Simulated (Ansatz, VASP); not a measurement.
# One calculation of Rh, two programs

```
Rh
1.0
     0.00000    1.90299    1.90299
     1.90299    0.00000    1.90299
     1.90299    1.90299    0.00000
Rh
1
Cartesian
  0.0000 0.0000 0.0000
```

Alike in both runs: task relaxation of cell and atoms; functional PBEsol; k mesh 18 × 18 × 18; occupations gaussian, width 0.1 eV; no spin polarisation.

```csv
,VASP,Ansatz
version,VASP 6.6.1,Ansatz 0.2.0
potentials or method,"VASP PAW PBE potentials, release 64 (Rh_pv)","scalar-relativistic, plane waves, PAW"
plane-wave cutoff (eV),600,420
valence electrons in the cell,15,17
```

```csv
,VASP,Ansatz,Ansatz less VASP
"gap on the k mesh at the Fermi level, each at its own relaxed structure (eV)",none,none,-
relaxed volume (Å³/atom),13.49,13.50,+0.009
relaxed cell length with the largest relative difference (Å),2.672,2.673,+0.0006
energy change over the relaxation (meV/atom),-5,-5,+0.3
```

A gap of «none» marks a metal or a gap that the smearing closes. The two sets of potentials don't hold the same shells in valence.

Caveats: the PAW data sets were made with another functional, which shifts forces and pressure a little (VASP).
